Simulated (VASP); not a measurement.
Calculation: HSEsol screened hybrid, VASP's PBE PAW potentials (set 64) (plane waves; VASP 6.6.1).

Input for VASP

INCAR:
```
PREC = Accurate
ISYM = 3
ISIF = 2
LCHARG = .False.
ISMEAR = 0   ! Gaussian
EDIFF = 1E-6   ! SCF stop (eV)
LMAXMIX = 4   ! l cut-off of mixed one-centre charges
LHFCALC = .True.
LWAVE = .False.
LASPH = .True.   ! aspherical one-centre terms
AEXX = 0.25
SIGMA = 0.05
HFSCREEN = 0.2   ! 1/Angstrom
SYSTEM = AlSb
ALGO = Normal   ! blocked Davidson
NELM = 60   ! most electronic steps
GGA = PS   ! PBEsol
ENCUT = 520   ! plane-wave cut-off (eV)
LREAL = .False.
PRECFOCK = Fast
```

### KPOINTS_OPT
```
named points and PBE's band edges
8
Reciprocal
  0.000000   0.000000   0.000000 1 ! GAMMA
 -0.500000  -0.500000   0.000000 1 ! X
  0.000000   0.000000   0.500000 1 ! L
 -0.500000  -0.250000   0.250000 1 ! W
 -0.375000   0.000000   0.375000 1 ! K
 -0.375000  -0.375000   0.250000 1 ! U
  0.000000   0.000000   0.035710 1 ! near an edge
  0.000000   0.000000   0.464290 1 ! near an edge
```

File KPOINTS:
```
Automatic mesh
0
Gamma
6 6 6
0 0 0
```

POSCAR:
```
AlSb
1
    0.0000000000     3.1159988106     3.1159988106
    3.1159988106     0.0000000000     3.1159988106
    3.1159988106     3.1159988106     0.0000000000
Al Sb
1 1
Direct
  0.0000000000   0.0000000000   0.0000000000
  0.2500000000   0.2500000000   0.2500000000
```

POTCAR, in this order: Al Sb (PBE.64 set). Program: vasp_std. Read from the step before: WAVECAR.

The resulting files:

**OSZICAR**
```
       N       E                     dE             d eps       ncg     rms          rms(c)
DAV:   1    -0.102228713266E+02   -0.10223E+02   -0.22965E+00   256   0.116E+01    0.202E+01
DAV:   2    -0.102333309551E+02   -0.10460E-01   -0.45833E-02   312   0.262E+00    0.132E+01
DAV:   3    -0.102314311839E+02    0.18998E-02   -0.18634E-03   352   0.290E-01    0.815E+00
DAV:   4    -0.102307649625E+02    0.66622E-03   -0.59176E-04   280   0.126E-01    0.484E+00
DAV:   5    -0.102305524332E+02    0.21253E-03   -0.14831E-04   288   0.672E-02    0.286E+00
DAV:   6    -0.102304795019E+02    0.72931E-04   -0.32337E-05   288   0.345E-02    0.169E+00
DAV:   7    -0.102304547148E+02    0.24787E-04   -0.96559E-06   304   0.196E-02    0.988E-01
DAV:   8    -0.102304478959E+02    0.68189E-05   -0.33030E-06   280   0.117E-02    0.578E-01
DAV:   9    -0.102304464239E+02    0.14721E-05   -0.10109E-06   144   0.710E-03    0.341E-01
DAV:  10    -0.102304467247E+02   -0.30079E-06   -0.57708E-07   160   0.586E-03
   1 F= -.10230447E+02 E0= -.10230447E+02  d E =-.276446E-12
       N       E                     dE             ncg
```

OUTCAR:
```
------------------------ aborting loop because EDIFF is reached ----------------------------------------
  FORCE on cell =-STRESS in cart. coord.  units (eV):
  Direction    XX          YY          ZZ          XY          YZ          ZX
  --------------------------------------------------------------------------------------
  Total       -1.1518206     -1.1518206     -1.1518206     -0.0000000      0.0000000      0.0000000
  in kB      -30.4981565    -30.4981565    -30.4981565     -0.0000000      0.0000000      0.0000000
  external PRESSURE =     -30.4981565 kB  Pullay stress =       0.0000000 kB
  volume of cell :       60.51
      direct lattice vectors                 reciprocal lattice vectors
     0.000000000  3.115998811  3.115998811    -0.160462192  0.160462192  0.160462192
     3.115998811  0.000000000  3.115998811     0.160462192 -0.160462192  0.160462192
     3.115998811  3.115998811  0.000000000     0.160462192  0.160462192 -0.160462192
 POSITION                                       TOTAL-FORCE (eV/Angst)
 -----------------------------------------------------------------------------------
      0.00000      0.00000      0.00000         0.000000      0.000000     -0.000000
      1.55800      1.55800      1.55800        -0.000000     -0.000000      0.000000
 -----------------------------------------------------------------------------------
    total drift:                               -0.000000     -0.000000     -0.000000
  FREE ENERGIE OF THE ION-ELECTRON SYSTEM (eV)
  ---------------------------------------------------
  free  energy   TOTEN  =       -10.2304467247 eV

  energy  without entropy=      -10.2304467247  energy(sigma->0) =      -10.23044672

  exchange ACFDT corr.  =         0.00000000  see jH, gK, PRB 81, 115126
```
(Selected blocks of OUTCAR.)

The compound is AlSb in the zinc blende structure. It was relaxed first.
